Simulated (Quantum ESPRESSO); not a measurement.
**Br under changes of volume**

One of the cells (33.988 Å³/atom); the others are scaled copies at fixed shape and fractional positions:

```
Br
1.0
     3.36325   -2.32255    0.00000
     3.36325    2.32255    0.00000
     0.00000    0.00000    8.70230
Br
4
Cartesian
  3.3632 0.6266 3.3948
  3.3632 1.6959 7.7459
  3.3632 -0.6266 5.3075
  3.3632 -1.6959 0.9564
```

- Program: Quantum ESPRESSO 7.5
- Functional: r2SCAN
- Potentials or basis: SG15 PBE 1.2
- Cutoff: 626 eV
- Density cutoff: 2503 eV
- k mesh: 6 × 6 × 3
- Occupations: fermi-dirac, width 0.05 eV
- Spin: no spin polarisation

```tsv
volume (Å³/atom)	energy over the lowest point (meV/atom)	pressure (GPa)	gap on the mesh (eV)
31.949	?	?	?
32.629	18.76	2.5	2.32
33.308	9.83	1.7	2.24
33.988	3.94	1.0	2.17
34.668	0.76	0.4	2.11
35.348	0.00	-0.1	2.04
36.028	1.40	-0.6	1.98
```

Q: What does the run at 31.949 Å³/atom give?

A: Energy over the lowest point 31.09 meV/atom; pressure 3.3 GPa; gap on the mesh 2.39 eV.

Worked out: A Birch-Murnaghan fit of order 3 (a polynomial in V^(-2/3)) to the other rows has its minimum at 35.24 Å³/atom with B0 = V·E''(V) = 27 GPa and B' = 5.0 at fixed shape and positions, which overstates the stiffness. It gives 31.12 meV/atom at 31.949 Å³/atom, against the run's 31.09, and -dE/dV = 3.3 GPa, against 3.3. A straight line through the other rows of the gap, of slope -3.4 eV per unit of ln V, extrapolates to 2.39 eV, against the run's 2.39.

Energies are extrapolated to zero smearing.

Caveats: the potentials were made for another functional, which shifts forces and pressure; an odd mesh through Γ misses points on the zone boundary, where band edges often lie. Spin-orbit coupling on Br is left out.
